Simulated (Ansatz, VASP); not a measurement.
**Ca in VASP and in Ansatz**

```
CELL_PARAMETERS angstrom
0.00000 2.72732 2.72732
2.72732 0.00000 2.72732
2.72732 2.72732 0.00000
ATOMIC_POSITIONS crystal
Ca 0.00000 0.00000 0.00000
```

Alike in both runs: functional PBEsol; k mesh 14 × 14 × 14; occupations gaussian, width 0.1 eV; no spin polarisation.

Ansatz relaxed the structure, and its values are those at the end. VASP's run is a single point on that final structure, the one shown.

|  | VASP | Ansatz |
| --- | --- | --- |
| version | VASP 6.6.1 | Ansatz 0.2.0 |
| potentials or method | VASP PAW PBE potentials, release 64 (Ca_sv) | scalar-relativistic, plane waves, PAW |
| plane-wave cutoff (eV) | 520 | 420 |
| valence electrons in the cell | 10 | 10 |

```tsv
	VASP	Ansatz	Ansatz less VASP
gap on the k mesh at the Fermi level (eV)	none	none	-
pressure (GPa)	0.0	0.0	+0.01
```

A gap of «none» marks a metal or a gap that the smearing closes. The functional is the same, so the differences come from potentials, cutoffs and numerics.

Caveats: the PAW data sets were made with another functional, which shifts forces and pressure a little (VASP).
